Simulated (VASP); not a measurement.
# GaP (F-43m) in VASP: a series of runs, part 2 of 2

VASP 6.6.1. The steps go on from the part before.

### Step 3. Relaxation of cell and atoms, PBEsol

This run uses another cell than the first one, of 20.09 Å³/atom, 0.992 times its volume.

INCAR

```
ALGO = Normal
EDIFF = 1E-7
EDIFFG = -0.005
ENCUT = 600
GGA = PS
IBRION = 2
ISIF = 3
ISMEAR = 0
KPAR = 4
LASPH = T
LCHARG = F
LREAL = F
LWAVE = F
NELM = 80
NSW = 90
PREC = Accurate
SIGMA = 0.03
```

KPOINTS

```
k-points
0
Gamma
  8 8 8
```

POSCAR

```
GaP                                     
1.0
    0.0000000000      2.7184163014      2.7184163014
    2.7184163014      0.0000000000      2.7184163014
    2.7184163014      2.7184163014      0.0000000000
  Ga              P             
     1     1
Direct
     0.0000000000000000    0.0000000000000000    0.0000000000000000
     0.2500000000000000    0.2500000000000000    0.2500000000000000
```

Potentials or basis: VASP PAW PBE potentials, release 64 (Ga_d, P).

On the command line:

```sh
$ cat potpaw_PBE.64/Ga_d/POTCAR potpaw_PBE.64/P/POTCAR > POTCAR
$ mpirun -np 4 vasp_std > vasp.out
```

OUTCAR:

```text
EDIFF = 1E-7
   EDIFFG = -0.005
   ENCUT = 600
   GGA = PS
   IBRION = 2
   ISIF = 3
   ISMEAR = 0
   LASPH = T
   LREAL = F
   NELM = 80
   NSW = 90
   PREC = Accurate

 ion  position               nearest neighbor table
   1  0.000  0.000  0.000-   2 2.35   2 2.35   2 2.35   2 2.35
   2  0.250  0.250  0.250-   1 2.35   1 2.35   1 2.35   1 2.35

  LATTYP: Found a face centered cubic cell.
 ALAT       =     5.4368326028

  Lattice vectors:

 A1 = (   0.0000000000,   2.7184163014,   2.7184163014)
 A2 = (   2.7184163014,   0.0000000000,   2.7184163014)
 A3 = (   2.7184163014,   2.7184163014,   0.0000000000)

Analysis of symmetry for initial positions (statically):
=====================================================================
 Subroutine PRICEL returns:
 Original cell was already a primitive cell.

 Routine SETGRP: Setting up the symmetry group for a
 face centered cubic supercell.

 Subroutine GETGRP returns: Found 24 space group operations
 (whereof 24 operations were pure point group operations)
 out of a pool of 48 trial point group operations.

The static configuration has the point symmetry T_d .

Analysis of symmetry for dynamics (positions and initial velocities):
=====================================================================
 Subroutine PRICEL returns:
 Original cell was already a primitive cell.

 Routine SETGRP: Setting up the symmetry group for a
 face centered cubic supercell.

 Subroutine GETGRP returns: Found 24 space group operations
 (whereof 24 operations were pure point group operations)
 out of a pool of 48 trial point group operations.

The dynamic configuration has the point symmetry T_d .

 Subroutine INISYM returns: Found 24 space group operations
 (whereof 24 operations are pure point group operations),
 and found     1 'primitive' translations

----------------------------------------------------------------------------------------

                                     Primitive cell

[... 115 lines left out ...]
   GGA     = PS    functional components
   LHFCALC =     F    Hartree Fock is set to
   AEXX    =    0.0000 exact exchange contribution
   IVDW    =     0    specifies the selected vdW correction
   LEPSILON=     F    determine dielectric tensor
   LRPA    =     F    only Hartree local field effects (RPA)
 conjugate gradient relaxation of ions
 non-spin polarized calculation
 Gauss-broadening in eV      SIGMA  =   0.03
  energy-cutoff  :      600.00
  volume of cell :       40.18
 maximum number of plane-waves:      1363
   NGX = 15   NGY = 15   NGZ = 15

 number of electron      18.0000006 magnetization

 Free energy of the ion-electron system (eV)
  ---------------------------------------------------
  ext. energy  EPLUGINS =         0.00000000
  ---------------------------------------------------
  free energy    TOTEN  =        -9.92110651 eV

  energy without entropy =       -9.92110651  energy(sigma->0) =       -9.92110651

 E-fermi :   4.8415     XC(G=0): -10.0552

 val. band max:        4.6458062717   @ k =   0.0000   0.0000   0.0000
 cond. band min:       6.1469105033   @ k =   0.5000   0.5000   0.0000
 fundamental gap:      1.5011042316
 Fermi energy:         4.8414552427

 k-point     1 :       0.0000    0.0000    0.0000
  band No.  band energies     occupation
      1      -9.9089      2.00000
      2      -9.9089      2.00000
      3      -9.9089      2.00000
      4      -9.8058      2.00000
      5      -9.8058      2.00000
      6      -7.9353      2.00000
      7       4.6458      2.00000
      8       4.6458      2.00000
      9       4.6458      2.00000
     10       6.4582      0.00000
     11       8.4705      0.00000
     12       8.4705      0.00000
     13       8.4705      0.00000
[... 354 lines left out ...]
  band No.  band energies     occupation
      1     -10.0001      2.00000
      2      -9.8771      2.00000
      3      -9.8644      2.00000
      4      -9.8114      2.00000
      5      -9.7984      2.00000
      6      -5.4051      2.00000
      7      -1.8637      2.00000
      8       1.3771      2.00000
      9       2.6631      2.00000
     10       8.0610      0.00000
     11       8.8339      0.00000
     12      11.0770      0.00000
     13      12.5058      0.00000

 [... further k-points ...]
[... 5 lines left out ...]
  --------------------------------------------------------------------------------------
  -------------------------------------------------------------------------------------
  Total        0.0008286      0.0008286      0.0008286      0.0000000      0.0000000     -0.0000000
  in kB        0.0330443      0.0330443      0.0330443      0.0000000      0.0000000     -0.0000000
  external PRESSURE =       0.0330443 kB  Pullay stress =       0.0000000 kB

 VOLUME and BASIS-vectors are now :
 -----------------------------------------------------------------------------
  energy-cutoff  :      600.00
  volume of cell :       40.18
      direct lattice vectors                 reciprocal lattice vectors
     0.000000000  2.718416301  2.718416301    -0.183930622  0.183930622  0.183930622
     2.718416301  0.000000000  2.718416301     0.183930622 -0.183930622  0.183930622
     2.718416301  2.718416301  0.000000000     0.183930622  0.183930622 -0.183930622

 POSITION                                       TOTAL-FORCE (eV/Angst)
 -----------------------------------------------------------------------------------
      0.00000      0.00000      0.00000        -0.000000     -0.000000     -0.000000
      1.35921      1.35921      1.35921         0.000000      0.000000      0.000000
 -----------------------------------------------------------------------------------
    total drift:                                0.000001      0.000001      0.000001

  FREE ENERGIE OF THE ION-ELECTRON SYSTEM (eV)
  ---------------------------------------------------
  free  energy   TOTEN  =        -9.9211065095 eV

  energy  without entropy=       -9.9211065095  energy(sigma->0) =       -9.92110651

 reached required accuracy - stopping structural energy minimisation
```

CONTCAR:

```text
GaP
   1.00000000000000
     0.0000000000000000    2.7184163014000000    2.7184163014000000
     2.7184163014000000    0.0000000000000000    2.7184163014000000
     2.7184163014000000    2.7184163014000000    0.0000000000000000
  Ga              P
     1     1
Direct
     0.0000000000000000    0.0000000000000000    0.0000000000000000
     0.2500000000000000    0.2500000000000000    0.2500000000000000

  0.00000000E+00  0.00000000E+00  0.00000000E+00
  0.00000000E+00  0.00000000E+00  0.00000000E+00
```

Wall time 10 s (4 MPI ranks of Intel Xeon Platinum 8488C (Sapphire Rapids), shared host); peak memory 0.17 GiB.

Results:

* Free energy: -9.9211 eV
* Pressure after relaxing: 0.0 GPa
* Band gap on the k mesh: 1.50 eV, indirect (least direct gap 1.81 eV)

Final structure:
```
CELL_PARAMETERS angstrom
0.00000 2.71842 2.71842
2.71842 0.00000 2.71842
2.71842 2.71842 0.00000
ATOMIC_POSITIONS crystal
Ga 0.00000 0.00000 0.00000
P 0.25000 0.25000 0.25000
```

Levels at points of the mesh, in eV from the valence-band top:
```
           k point  band 6  band 7  band 8  band 9  band 10  band 11  band 12  band 13
(0.00, 0.00, 0.00)  -12.58    0.00    0.00    0.00     1.81     3.82     3.82     3.82
(0.50, 0.00, 0.00)  -10.47   -6.74   -1.14   -1.14     1.61     4.65     4.65     8.10
(0.50, 0.50, 0.00)   -9.54   -6.84   -2.74   -2.74     1.50     1.71    10.61    10.61
```

Caveat: the relaxation stopped at its first step, so nothing moved; the PAW data sets were made with another functional, which shifts forces and pressure a little.
